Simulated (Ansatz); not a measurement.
# YN: computed DOS

```cif
data_structure
_symmetry_space_group_name_H-M 'Fm-3m'
_symmetry_Int_Tables_number 225
_cell_length_a 4.8770
_cell_length_b 4.8770
_cell_length_c 4.8770
_cell_angle_alpha 90.000
_cell_angle_beta 90.000
_cell_angle_gamma 90.000
_cell_volume 116.00
loop_
_atom_site_label
_atom_site_type_symbol
_atom_site_symmetry_multiplicity
_atom_site_Wyckoff_symbol
_atom_site_fract_x
_atom_site_fract_y
_atom_site_fract_z
_atom_site_occupancy
Y1 Y 4 a 0.00000 0.00000 0.00000 1
N1 N 4 b 0.50000 0.00000 0.00000 1
```

The runs use the primitive cell with vectors (0.000, 2.438, 2.438), (2.438, 0.000, 2.438), (2.438, 2.438, 0.000) Å, to which the k mesh refers.

The cell is COD entry 9008768, as deposited and not checked against the literature; nothing was relaxed.

These are results of DFT, PBE, all-electron LAPW, scalar-relativistic (Ansatz 0.2.0), not measurements.

Sampling and basis: a Γ-centred 9×9×9 k mesh, Fermi–Dirac smearing of 0.03 eV, basis error target 0.5 meV/atom, no spin polarisation.

States per eV and cell, averaged over 0.4 eV, from -12.7 to 2.7 eV, with energies (bin centres) from the valence-band top; empty bins are left out. The partial columns, the largest 5 alone, are projections on Löwdin-orthogonalised atomic shells (those that the program's projection atoms carry: the occupied ones and, for some elements, an empty d or f shell; other empty shells have no column), summed over atoms of an element. Weights on diffuse s and p shells depend on that basis and aren't pure angular character.

| E (eV) | total | N 2p | Y 4d | N 2s | Y 5s | Y 4p |
| --- | --- | --- | --- | --- | --- | --- |
| -12.6 | 0.17 | 0.00 | 0.01 | 0.10 | 0.05 | 0.00 |
| -12.2 | 1.41 | 0.00 | 0.26 | 0.95 | 0.13 | 0.06 |
| -11.8 | 2.54 | 0.00 | 0.40 | 1.85 | 0.13 | 0.15 |
| -11.4 | 0.87 | 0.00 | 0.08 | 0.70 | 0.03 | 0.06 |
| -3.8 | 0.25 | 0.13 | 0.09 | 0.00 | 0.02 | 0.00 |
| -3.4 | 0.76 | 0.41 | 0.23 | 0.01 | 0.07 | 0.01 |
| -3.0 | 1.35 | 0.80 | 0.36 | 0.01 | 0.13 | 0.02 |
| -2.6 | 1.27 | 0.81 | 0.28 | 0.01 | 0.13 | 0.03 |
| -2.2 | 1.65 | 1.10 | 0.44 | 0.01 | 0.06 | 0.02 |
| -1.8 | 4.06 | 2.84 | 1.04 | 0.03 | 0.02 | 0.09 |
| -1.4 | 3.06 | 2.17 | 0.76 | 0.01 | 0.01 | 0.08 |
| -1.0 | 1.69 | 1.27 | 0.36 | 0.01 | 0.00 | 0.03 |
| -0.6 | 0.81 | 0.67 | 0.11 | 0.00 | 0.00 | 0.01 |
| -0.2 | 0.09 | 0.08 | 0.01 | 0.00 | 0.00 | 0.00 |
| 0.6 | 0.05 | 0.01 | 0.05 | 0.00 | 0.00 | 0.00 |
| 1.0 | 0.15 | 0.03 | 0.12 | 0.00 | 0.00 | 0.00 |
| 1.4 | 0.23 | 0.04 | 0.19 | 0.00 | 0.00 | 0.00 |
| 1.8 | 0.32 | 0.06 | 0.25 | 0.00 | 0.00 | 0.00 |
| 2.2 | 0.42 | 0.08 | 0.33 | 0.00 | 0.00 | 0.00 |
| 2.6 | 0.53 | 0.09 | 0.42 | 0.00 | 0.00 | 0.00 |

(1) Which of the resolved shells contributes most in the top eV of the valence band?

(2) Where is the centre of the filled Y 4d states between -14 eV and the top of the filled states?

Results:

(1) N 2p, with 81 % of all states there; Y 4d follows with 16 %.

(2) -3.64 eV from the valence-band top.
